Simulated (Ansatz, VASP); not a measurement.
One calculation of K, two programs

File INCAR:

```
PREC = Accurate
ENCUT = 520
EDIFF = 1E-6
ISMEAR = 0
SIGMA = 0.15
LREAL = False
LASPH = True
NELM = 100
ALGO = Normal
ISIF = 2
LWAVE = False
LCHARG = False
GGA = PS
NBANDS = 16
```

File KPOINTS:

```
Automatic mesh
0
Gamma
  12 12 6
```

The input POSCAR:

```
K
1.0
    4.8576439408      0.0000000000      0.0000000000
   -2.4288219704      4.2068430553      0.0000000000
    0.0000000000      0.0000000000      7.8299713200
K
2
Direct
    0.3333333333      0.6666666667      0.2500000000
    0.6666666667      0.3333333333      0.7500000000
```

Input for Ansatz:

```yaml
crystal:
  lattice:
    - [4.8576439408, 0.0, 0.0]
    - [-2.4288219704, 4.2068430553, 0.0]
    - [0.0, 0.0, 7.82997132]
  atoms:
    - { symbol: K, position: [0.3333333333, 0.6666666667, 0.25] }
    - { symbol: K, position: [0.6666666667, 0.3333333333, 0.75] }
basis:
  ecutwfc: 420
kpoints:
  mp_grid: { grid: [12, 12, 6] }
hamiltonian:
  xc: pbesol
scf:
  occupations: { method: gaussian, width: 0.15 }
output:
  forces: true
  stress: true
  eigenvalues: true
```

Change from the starting cell: strain +0.0200 x Voigt [1, 1, 0, 0, 0, 0], atoms carried along.

Alike in both runs: task single point; functional PBEsol; k mesh 12 × 12 × 6; occupations gaussian, width 0.15 eV; no spin polarisation.

|  | VASP | Ansatz |
| --- | --- | --- |
| version | VASP 6.6.1 | Ansatz 0.2.0 |
| potentials or method | VASP PAW PBE potentials, release 64 (K_sv) | scalar-relativistic, plane waves, PAW |
| plane-wave cutoff (eV) | 520 | 420 |
| valence electrons in the cell | 18 | 18 |

```tsv
	VASP	Ansatz	Ansatz less VASP
gap on the k mesh at the Fermi level (eV)	none	none	-
pressure (GPa)	-0.4	-0.3	+0.01
```

A gap of «none» marks a metal or a gap that the smearing closes.

Caveats: the PAW data sets were made with another functional, which shifts forces and pressure a little (VASP).
